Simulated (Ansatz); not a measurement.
`CC(=O)OBCl` + H₂Se → `ClB[SeH]` + `CC(=O)O` at 700 K and 1 bar (ligand exchange at a B–O bond).

Program: Ansatz. Geometries: PBE0-D4/def2-TZVP. ΔE: electronic, gas phase. CBS: MP2 limit from def2 TZ/QZ plus the TZ coupled-cluster correction, frozen cores. For Se outer-core shells are correlated without core-valence functions, which leaves a few kJ/mol of doubt a bond. Scalar relativity is left out up to krypton. One conformer a species, not always the lowest.

```
     species  CCSD(T)/CBS energy (Eh)  H − E (kJ/mol)  S (J/(mol·K))
`CC(=O)OBCl`               -713.52185           248.3          464.6
        H₂Se              -2401.89790            61.1          251.1
  `ClB[SeH]`              -2886.53463           102.1          355.4
   `CC(=O)O`               -228.87529           215.3          365.4
```

H − E and S are ideal-gas, rigid-rotor, harmonic terms from PBE0-D4/def2-TZVP, for one conformer and one mirror image of each species. 1 Eh = 2625.50 kJ/mol, R = 8.31446 J/(mol·K).

Task: By hand: ΔE, ΔH, ΔS and ΔG.

Result: ΔE = (-2886.53463) + (-228.87529) − (-713.52185) − (-2401.89790) = 0.00983 Eh = 25.8 kJ/mol. Δ(H − E) = 102.1 + 215.3 − 248.3 − 61.1 = 8.0, so ΔH = 33.8 kJ/mol. ΔS = 355.4 + 365.4 − 464.6 − 251.1 = 5.1 J/(mol·K). ΔG = 33.8 − 700 × (5.1)/1000 = 30.2 kJ/mol.

Task: By hand: the equilibrium constant, and the temperature at which ΔG would vanish if ΔH and ΔS stayed fixed.

Result: log₁₀ K = −ΔG/(RT ln 10) = -2.3. ΔG = 0 at ΔH/ΔS = 6627 K, far beyond where these terms or the molecules hold.

The number of gas molecules stays the same, so ΔS is small and ΔH decides. A doubt of 5 kJ/mol in ΔE shifts log₁₀ K by 0.4 here. Other conformers and mirror images would add mixing entropy, several J/(mol·K) or more a flexible species. These are equilibria of isolated gas molecules and say nothing of rates. Largest T1 diagnostic: 0.015 (customary marks: 0.02 for closed shells, 0.045 for open ones).
